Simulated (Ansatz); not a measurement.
# C: random displacements

Level of theory: DFT r2SCAN, scalar-relativistic, plane waves, PAW (Ansatz). Cutoff 500 eV, Γ-centred 6×6×6 k-points, Gaussian smearing of 0.05 eV. No spin polarisation. Energies are free energies at this smearing, counted from the undisturbed cell; pressure is positive in compression.

Reference structure (as given, not relaxed at this level):

```
C
1.0
     3.56680    0.00000    0.00000
     0.00000   -3.56680    0.00000
     0.00000    0.00000   -3.56680
C
8
Direct
  0.50000 0.00000 0.00000
  0.00000 0.50000 0.00000
  0.00000 0.00000 0.50000
  0.50000 0.50000 0.50000
  0.75000 0.75000 0.75000
  0.25000 0.25000 0.75000
  0.25000 0.75000 0.25000
  0.75000 0.25000 0.25000
```

The atoms are displaced (Å, in the unstrained cell):

```tsv
atom	ux	uy	uz
C1	-0.003	-0.049	-0.056
C2	0.269	0.094	0.044
C3	-0.079	-0.004	0.040
C4	-0.053	-0.171	-0.102
C5	0.064	0.106	-0.050
C6	-0.082	-0.011	0.121
C7	-0.059	0.056	0.090
C8	-0.057	-0.022	-0.088
```

Strain (Voigt, engineering shear): (0.0896, -0.0929, -0.0163, 0.0104, -0.1180, 0.0748).

**Question.** What are the energy change, the stress and the forces?

**Answer.** ΔE = 998.2 meV/atom; stress (xx, yy, zz, yz, xz, xy; compression positive) (-57.87, 99.18, 67.72, -4.00, 50.44, -39.56) GPa.
```tsv
atom	Fx (eV/Å)	Fy	Fz
C1	2.70	2.02	1.13
C2	-13.22	-1.64	-3.51
C3	0.68	1.25	-0.16
C4	3.26	5.42	4.39
C5	-3.17	-4.81	-0.38
C6	5.01	3.51	0.25
C7	3.98	-5.62	-4.42
C8	0.77	-0.12	2.70
```

Cost: 1 run of about 0.8 core-minutes, on Intel Xeon Processor @ 2.50GHz (Skylake/Cascade Lake) (shared hosts).